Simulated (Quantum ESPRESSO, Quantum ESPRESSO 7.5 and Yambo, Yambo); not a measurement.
## A GW chain in Yambo: SiC (P6_3mc)

How does a plane-wave GW calculation on SiC (P6_3mc) run from the first input to the gap?

Main program and level: Quantum ESPRESSO 7.5 and Yambo 5.3.0; PBE and many-body steps on it, plane waves.

**Experimental background.**

- Gap 3 eV: optical absorption onset, approximate; UV-Vis-NIR transmission; bulk crystal (400 micron semi-insulating 6H-SiC wafer) (“Effects of energetic ion irradiation on WSe2/SiC heterostructures”, 2017, pmc:5482891).

- Gap 3.02 eV: band gap at cryogenic temperature; bulk crystal (literature value) (quoted in “Silicon carbide diodes for neutron detection”, 2020, arxiv:2009.14696).

- Gap 3.03 eV: indirect gap, experimental literature value; quoted from earlier experiment; bulk crystal (quoted in “Charge spill-out and work function of few-layer graphene on SiC(0001)”, 2018, arxiv:1806.04908).

Most raw output is cut from this account.

## Step 1: The structure

Symmetry: P6_3mc, No. 186, hexagonal system. The conventional cell has a = 3.077 Å, b = 3.077 Å, c = 15.098 Å, α = 90.00°, β = 90.00°, γ = 120.00°. Nearest to Si lie 4 C at 1.88 to 1.89 Å. Nearest to Si lie 4 C at 1.89 Å. C has 4 Si at 1.88 to 1.89 Å nearest. Nearest to C lie 4 Si at 1.88 to 1.89 Å. Nearest to C lie 4 Si at 1.89 Å. Farther neighbours are not listed.

The cell and positions are those that the Materials Project relaxed with its own functionals (PBE, PBE+U or r2SCAN), kept fixed.

## Step 2: Ground state

This step: Quantum ESPRESSO 7.5; DFT, PBE, plane waves, norm-conserving pseudopotentials.

The ground-state density comes first.

Input file pw.in:

```
&control
  calculation = 'scf'
  prefix = 'x'
  outdir = 'o'
  pseudo_dir = 'pseudo'
/
&system
  ibrav = 0
  nat = 12
  ntyp = 2
  ecutwfc = 74.0
  nbnd = 34
  force_symmorphic = .true.
/
&electrons
  conv_thr = 1e-10
  electron_maxstep = 80
  mixing_beta = 0.5
/
ATOMIC_SPECIES
  Si 28.085 Si.upf
  C 12.011 C.upf
CELL_PARAMETERS angstrom
  3.0766210102 -0.0000000000 0.0000000000
  -1.5383105051 2.6644319527 0.0000000000
  0.0000000000 0.0000000000 15.0980843200
ATOMIC_POSITIONS crystal
  Si 0.3333333333 0.6666666667 0.8329861500
  Si 0.6666666667 0.3333333333 0.3329861500
  Si 0.6666666667 0.3333333333 0.6665006000
  Si 0.3333333333 0.6666666667 0.1665006000
  Si 0.0000000000 0.0000000000 0.4997294200
  Si 0.0000000000 0.0000000000 0.9997294200
  C 0.0000000000 0.0000000000 0.8743664100
  C 0.0000000000 0.0000000000 0.3743664100
  C 0.3333333333 0.6666666667 0.7079967800
  C 0.6666666667 0.3333333333 0.2079967800
  C 0.6666666667 0.3333333333 0.5415216400
  C 0.3333333333 0.6666666667 0.0415216400
K_POINTS automatic
  6 6 2 0 0 0
```

Launch:

```console
OMP_NUM_THREADS=1 mpirun -n 4 pw.x -nk 4 -in pw.in > pw.out
```

The job ended after 36 s (4 MPI ranks of Arm Neoverse V1, shared host; peak memory 0.52 GiB; 2.4 min of CPU time).

Numbers from this step:

* total energy: -1676.7190 eV
* gap: 2.027 eV
* k of the valence top: 0, 0, 0
* k of the conduction bottom: 0, -0.5, 0
* least direct gap: 3.130 eV

The gap is indirect, with the least direct gap 1.10 eV higher.

## Step 3: Bands along the symmetry lines

The cheap functional maps the bands first; the places of the edges decide which points the dearer methods must see.

Input file pw.in:

```
&control
  calculation = 'bands'
  prefix = 'x'
  outdir = 'o'
  pseudo_dir = 'pseudo'
/
&system
  ibrav = 0
  nat = 12
  ntyp = 2
  ecutwfc = 74.0
  nbnd = 30
  force_symmorphic = .true.
/
&electrons
  conv_thr = 1e-9
  electron_maxstep = 80
  diago_full_acc = .true.
  diago_thr_init = 5e-6
/
ATOMIC_SPECIES
  Si 28.085 Si.upf
  C 12.011 C.upf
CELL_PARAMETERS angstrom
  3.0766210102 -0.0000000000 0.0000000000
  -1.5383105051 2.6644319527 0.0000000000
  0.0000000000 0.0000000000 15.0980843200
ATOMIC_POSITIONS crystal
  Si 0.3333333333 0.6666666667 0.8329861500
  Si 0.6666666667 0.3333333333 0.3329861500
  Si 0.6666666667 0.3333333333 0.6665006000
  Si 0.3333333333 0.6666666667 0.1665006000
  Si 0.0000000000 0.0000000000 0.4997294200
  Si 0.0000000000 0.0000000000 0.9997294200
  C 0.0000000000 0.0000000000 0.8743664100
  C 0.0000000000 0.0000000000 0.3743664100
  C 0.3333333333 0.6666666667 0.7079967800
  C 0.6666666667 0.3333333333 0.2079967800
  C 0.6666666667 0.3333333333 0.5415216400
  C 0.3333333333 0.6666666667 0.0415216400
K_POINTS crystal
  75
  0.00000000 0.00000000 0.00000000 1
  0.06250000 0.00000000 0.00000000 1
  0.12500000 0.00000000 0.00000000 1
  0.18750000 0.00000000 0.00000000 1
  0.25000000 0.00000000 0.00000000 1
  0.31250000 0.00000000 0.00000000 1
  0.37500000 0.00000000 0.00000000 1
  0.43750000 0.00000000 0.00000000 1
  0.50000000 0.00000000 0.00000000 1
  0.47916667 0.04166667 0.00000000 1
  0.45833333 0.08333333 0.00000000 1
  0.43750000 0.12500000 0.00000000 1
  0.41666666 0.16666666 0.00000000 1
  0.39583333 0.20833333 0.00000000 1
  0.37500000 0.25000000 0.00000000 1
  0.35416666 0.29166666 0.00000000 1
  0.33333333 0.33333333 0.00000000 1
  0.29166666 0.29166666 0.00000000 1
  0.25000000 0.25000000 0.00000000 1
  0.20833333 0.20833333 0.00000000 1
  0.16666666 0.16666666 0.00000000 1
  0.12500000 0.12500000 0.00000000 1
  0.08333333 0.08333333 0.00000000 1
  0.04166667 0.04166667 0.00000000 1
  0.00000000 0.00000000 0.00000000 1
  0.00000000 0.00000000 0.06250000 1
  0.00000000 0.00000000 0.12500000 1
  0.00000000 0.00000000 0.18750000 1
  0.00000000 0.00000000 0.25000000 1
  0.00000000 0.00000000 0.31250000 1
  0.00000000 0.00000000 0.37500000 1
  0.00000000 0.00000000 0.43750000 1
  0.00000000 0.00000000 0.50000000 1
  0.06250000 0.00000000 0.50000000 1
  0.12500000 0.00000000 0.50000000 1
  0.18750000 0.00000000 0.50000000 1
  0.25000000 0.00000000 0.50000000 1
  0.31250000 0.00000000 0.50000000 1
  0.37500000 0.00000000 0.50000000 1
  0.43750000 0.00000000 0.50000000 1
  0.50000000 0.00000000 0.50000000 1
  0.47916667 0.04166667 0.50000000 1
  0.45833333 0.08333333 0.50000000 1
  0.43750000 0.12500000 0.50000000 1
  0.41666666 0.16666666 0.50000000 1
  0.39583333 0.20833333 0.50000000 1
  0.37500000 0.25000000 0.50000000 1
  0.35416666 0.29166666 0.50000000 1
  0.33333333 0.33333333 0.50000000 1
  0.29166666 0.29166666 0.50000000 1
  0.25000000 0.25000000 0.50000000 1
  0.20833333 0.20833333 0.50000000 1
  0.16666666 0.16666666 0.50000000 1
  0.12500000 0.12500000 0.50000000 1
  0.08333333 0.08333333 0.50000000 1
  0.04166667 0.04166667 0.50000000 1
  0.00000000 0.00000000 0.50000000 1
  0.50000000 0.00000000 0.50000000 1
  0.50000000 0.00000000 0.43750000 1
  0.50000000 0.00000000 0.37500000 1
  0.50000000 0.00000000 0.31250000 1
  0.50000000 0.00000000 0.25000000 1
  0.50000000 0.00000000 0.18750000 1
  0.50000000 0.00000000 0.12500000 1
  0.50000000 0.00000000 0.06250000 1
  0.50000000 0.00000000 0.00000000 1
  0.33333333 0.33333333 0.50000000 1
  0.33333333 0.33333333 0.43750000 1
  0.33333333 0.33333333 0.37500000 1
  0.33333333 0.33333333 0.31250000 1
  0.33333333 0.33333333 0.25000000 1
  0.33333333 0.33333333 0.18750000 1
  0.33333333 0.33333333 0.12500000 1
  0.33333333 0.33333333 0.06250000 1
  0.33333333 0.33333333 0.00000000 1
```

It took 42 s on 4 MPI ranks; peak memory 0.41 GiB.

Numbers from this step:

| Property | Result |
| --- | --- |
| gap | 2.022 eV |
| k of the valence top | 0, 0, 0 |
| k of the conduction bottom | 0.5, 0, 0.1875 |
| least direct gap | 3.130 eV |

The gap is 2.022 eV, −0.004 eV from the run before at this level.

The electronic bands at the labelled points (eV, zero at the top of the highest filled band):

| point | band 21 | band 22 | band 23 | band 24 | band 25 | band 26 | band 27 | band 28 |
| --- | --- | --- | --- | --- | --- | --- | --- | --- |
| Γ | -0.30 | -0.04 | 0.00 | 0.00 | 5.20 | 5.37 | 5.78 | 6.30 |
| halfway | -1.15 | -1.12 | -0.71 | -0.53 | 3.68 | 3.91 | 4.39 | 5.02 |
| M | -1.82 | -1.79 | -1.67 | -1.10 | 2.03 | 2.22 | 3.22 | 3.90 |
| halfway | -2.44 | -2.23 | -2.01 | -1.77 | 2.85 | 3.53 | 4.51 | 4.95 |
| K | -3.16 | -2.22 | -2.08 | -2.08 | 3.49 | 3.49 | 3.78 | 5.08 |
| halfway | -1.79 | -1.74 | -1.30 | -0.72 | 4.82 | 4.88 | 4.98 | 5.07 |
| Γ | -0.30 | -0.04 | 0.00 | 0.00 | 5.20 | 5.37 | 5.78 | 6.29 |
| halfway | -0.20 | -0.20 | -0.02 | -0.02 | 5.22 | 5.34 | 5.86 | 6.20 |
| A | -0.10 | -0.10 | -0.10 | -0.10 | 5.27 | 5.27 | 6.02 | 6.02 |
| halfway | -1.00 | -1.00 | -0.71 | -0.71 | 3.79 | 3.79 | 4.74 | 4.74 |
| L | -1.72 | -1.72 | -1.31 | -1.31 | 2.07 | 2.07 | 3.44 | 3.44 |
| halfway | -2.67 | -2.67 | -1.67 | -1.67 | 3.22 | 3.22 | 4.49 | 4.49 |
| H | -2.64 | -2.64 | -2.27 | -2.27 | 3.68 | 3.68 | 4.35 | 4.35 |
| halfway | -1.96 | -1.96 | -0.85 | -0.85 | 4.75 | 4.75 | 5.14 | 5.14 |
| A | -0.10 | -0.10 | -0.10 | -0.10 | 5.27 | 5.27 | 6.02 | 6.02 |
| jump to L | -1.72 | -1.72 | -1.31 | -1.31 | 2.07 | 2.07 | 3.44 | 3.44 |
| halfway | -2.00 | -1.64 | -1.54 | -1.16 | 2.02 | 2.17 | 3.29 | 3.68 |
| M | -1.82 | -1.79 | -1.67 | -1.10 | 2.03 | 2.22 | 3.22 | 3.90 |
| jump to H | -2.64 | -2.64 | -2.27 | -2.27 | 3.68 | 3.68 | 4.35 | 4.35 |
| halfway | -2.99 | -2.34 | -2.16 | -2.16 | 3.58 | 3.58 | 3.94 | 4.84 |
| K | -3.16 | -2.22 | -2.08 | -2.08 | 3.49 | 3.49 | 3.78 | 5.08 |

## Step 4: Empty states on the mesh, 6×6×1 mesh, 154 bands

The sums over transitions need many empty states on a uniform mesh; this step solves for them.

Input file pw.in:

```
&control
  calculation = 'nscf'
  prefix = 'x'
  outdir = 'o'
  pseudo_dir = 'pseudo'
/
&system
  ibrav = 0
  nat = 12
  ntyp = 2
  ecutwfc = 74.0
  nbnd = 154
  force_symmorphic = .true.
/
&electrons
  conv_thr = 1e-9
  electron_maxstep = 80
  diago_full_acc = .true.
  diago_thr_init = 5e-6
/
ATOMIC_SPECIES
  Si 28.085 Si.upf
  C 12.011 C.upf
CELL_PARAMETERS angstrom
  3.0766210102 -0.0000000000 0.0000000000
  -1.5383105051 2.6644319527 0.0000000000
  0.0000000000 0.0000000000 15.0980843200
ATOMIC_POSITIONS crystal
  Si 0.3333333333 0.6666666667 0.8329861500
  Si 0.6666666667 0.3333333333 0.3329861500
  Si 0.6666666667 0.3333333333 0.6665006000
  Si 0.3333333333 0.6666666667 0.1665006000
  Si 0.0000000000 0.0000000000 0.4997294200
  Si 0.0000000000 0.0000000000 0.9997294200
  C 0.0000000000 0.0000000000 0.8743664100
  C 0.0000000000 0.0000000000 0.3743664100
  C 0.3333333333 0.6666666667 0.7079967800
  C 0.6666666667 0.3333333333 0.2079967800
  C 0.6666666667 0.3333333333 0.5415216400
  C 0.3333333333 0.6666666667 0.0415216400
K_POINTS automatic
  6 6 1 0 0 0
```

Wall time 32 s (4 MPI ranks); peak memory 0.76 GiB.

This step gave:

```
gap                                                           : 2.027 eV
k of the valence top                                          : 0, 0, 0
k of the conduction bottom                                    : 0, -0.5, 0
least direct gap                                              : 3.130 eV
k points computed                                             : 7
lowest point of the top converged band, above the valence top : 46.07 eV
```

On this mesh the gap is 2.027 eV.

## Step 5: Conversion and set-up

This step: Yambo 5.3.0; conversion and set-up on PBE, plane waves, norm-conserving pseudopotentials.

The states are converted to the many-body program's format and the q mesh is built.

Launch:

```console
(cd o/x.save; p2y > p2y.log; mv SAVE ../..); yambo > setup.log
```

It took 2.5 s on 1 MPI rank; peak memory 0.24 GiB.

## Step 6: Screening and self-energy, 6×6×1 mesh, 154 bands, screening to 95.2 eV

Now the one-shot GW correction: screening in the RPA, then the self-energy of the levels asked for.

This step: G0W0 on PBE, plane waves, norm-conserving pseudopotentials.

Input file gw1.in:

```
HF_and_locXC
gw0
dyson
ppa
em1d
rim_cut
RandQpts= 1000000
RandGvec= 1 RL
EXXRLvcs= 74 Ry
VXCRLvcs= 296 Ry
Chimod= "HARTREE"
% BndsRnXp
 1 | 154 |
%
NGsBlkXp= 7 Ry
% LongDrXp
 1 | 1 | 1 |
%
% GbndRnge
 1 | 154 |
%
DysSolver= "n"
ExtendOut
PPAPntXp= 27.21138 eV
% QPkrange
 1 | 7 | 15 | 32 |
%
```

Launch:

```console
OMP_NUM_THREADS=1 mpirun -n 4 yambo -F gw1.in -J gw1 -C gw1 > gw1.log
```

Elapsed: 14 min, on 4 MPI ranks; peak memory 2.7 GiB.

This step gave:

| Quantity | Value |
| --- | --- |
| G0W0 gap on the mesh | 2.559 eV |
| starting gap on the mesh | 2.027 eV |
| k of the valence top | 0, 0, 0 |
| k of the conduction bottom | 0, -0.5, 0 |
| least direct G0W0 gap on the computed points | 3.840 eV |
| Z at the valence top | 0.8038 |
| Z at the conduction bottom | 0.8253 |

The gap on the mesh goes from 2.03 eV to 2.56 eV, a correction of +0.53 eV.

Limits: finite bands, cutoff and mesh; coarse k mesh. v1 is the top filled band, c1 the lowest empty one. The levels before and after the correction (eV, zero at the valence-band top of each column):

|  | conduction bottom | valence top |
| --- | --- | --- |
| Kohn-Sham | 2.03 | 0.00 |
| G0W0 | 2.56 | 0.00 |

|  | level | energy (eV) |
| --- | --- | --- |
| Kohn-Sham | Γ v3 | -0.037 |
| Kohn-Sham | Γ v2-v1 | 0.000 |
| Kohn-Sham | Γ c1 | 5.203 |
| Kohn-Sham | Γ c2 | 5.373 |
| Kohn-Sham | Γ c3 | 5.784 |
| Kohn-Sham | (0 -0.5 0) v3 | -1.788 |
| Kohn-Sham | (0 -0.5 0) v2 | -1.667 |
| Kohn-Sham | (0 -0.5 0) v1 | -1.103 |
| Kohn-Sham | (0 -0.5 0) c1 | 2.027 |
| Kohn-Sham | (0 -0.5 0) c2 | 2.219 |
| Kohn-Sham | (0 -0.5 0) c3 | 3.224 |
| G0W0 | Γ v3 | -0.044 |
| G0W0 | Γ v2-v1 | 0.000 |
| G0W0 | Γ c1 | 5.990 |
| G0W0 | Γ c2 | 6.152 |
| G0W0 | Γ c3 | 6.569 |
| G0W0 | (0 -0.5 0) v3 | -2.068 |
| G0W0 | (0 -0.5 0) v2 | -1.913 |
| G0W0 | (0 -0.5 0) v1 | -1.281 |
| G0W0 | (0 -0.5 0) c1 | 2.559 |
| G0W0 | (0 -0.5 0) c2 | 2.750 |
| G0W0 | (0 -0.5 0) c3 | 3.806 |

## Step 7: Where the time went

Times are wall times on the hardware named with each run, good to a factor of about two.

| step | time | share | memory (GiB) |
| --- | --- | --- | --- |
| ground state | 36 s | 4 % | 0.52 |
| bands along the symmetry lines | 42 s | 4 % | 0.41 |
| empty states on the mesh | 32 s | 3 % | 0.76 |
| conversion and set-up | 2.5 s | 0 % | 0.24 |
| screening and self-energy | 14 min | 89 % | 2.7 |

## Step 8: Outcome

| Property | Result |
| --- | --- |
| PBE gap | 2.02 eV, indirect |
| G0W0 gap on the mesh | 2.56 eV |
| GW settings | 6×6×1 mesh, 154 bands, screening to 95.2 eV, Godby-Needs plasmon pole |
| known limits | not at the basis limit; coarse k mesh |

**Reading.** G0W0 moves the gap on the mesh from 2.03 eV to 2.56 eV (+0.53 eV), with Z of 0.80 and 0.83 at the edges. The dearest step here is «screening and self-energy». Against experiment, by G0W0@PBE: the gap of 2.55 eV lies −0.45 eV from the measured 3 eV (optical, 2017); the gap of 2.55 eV lies −0.47 eV from the measured 3.02 eV (kind not stated, quoted 2020); the gap of 2.55 eV lies −0.48 eV from the measured 3.03 eV (indirect, quoted 2018). An exciton line or allowed optical edge lies below the quasiparticle gap by the binding energy; a forbidden edge can push the onset above it. The calculation has static nuclei and no excitons; a measured gap holds zero-point and thermal motion, which mostly lowers it. Bands and cutoff are finite, so the gap is not at the basis limit. The miss can reach some tenths of an eV and take either sign; the mesh is an error of its own. The 6×6×1 mesh is coarse for this cell, which bears on the long-range parts of exchange and screening.

[Paths, hosts, dates, memory and timing lines, banners, echoed tables and standing remarks are left out of the program output.]

[Logs are printed without paths, hosts, clocks, repeated set-up lines and the standing remarks that a program may print on its own settings, such as how far it seeks lower states.]

[Runs of the session that timed out or met a known fault of the program may be left out.]

[Hosts, paths, dates, database ids (printed as entryN), source tags and the programs' standing remarks are cut or masked in the printed files.]
